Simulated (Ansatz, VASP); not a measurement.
# One calculation of Tl, two programs

```
Tl
1.0
     3.40739    0.00000    0.00000
    -1.70369    2.95088    0.00000
     0.00000    0.00000    3.27955
Tl
1
Direct
  0.00000 0.00000 0.50000
```

Alike in both runs: functional PBE; k mesh 18 × 18 × 16; occupations gaussian, width 0.1 eV; no spin polarisation.

Ansatz relaxed the structure, and its values are those at the end. VASP's run is a single point on that final structure, the one shown.

|  | VASP | Ansatz |
| --- | --- | --- |
| version | VASP 6.6.1 | Ansatz 0.2.0 |
| potentials or method | VASP PAW PBE potentials, release 64 (Tl_d) | scalar-relativistic, plane waves, PAW |
| plane-wave cutoff (eV) | 520 | 420 |
| valence electrons in the cell | 13 | 13 |

Ansatz gave:

| Quantity | Value |
| --- | --- |
| gap on the k mesh at the Fermi level (eV) | none |
| pressure (GPa) | 0.0 |

Estimate VASP's values.

gap on the k mesh at the Fermi level (eV): none; pressure (GPa): -0.1.

A gap of «none» marks a metal or a gap that the smearing closes.

The runs have no spin-orbit coupling, so splittings on Tl are missing.
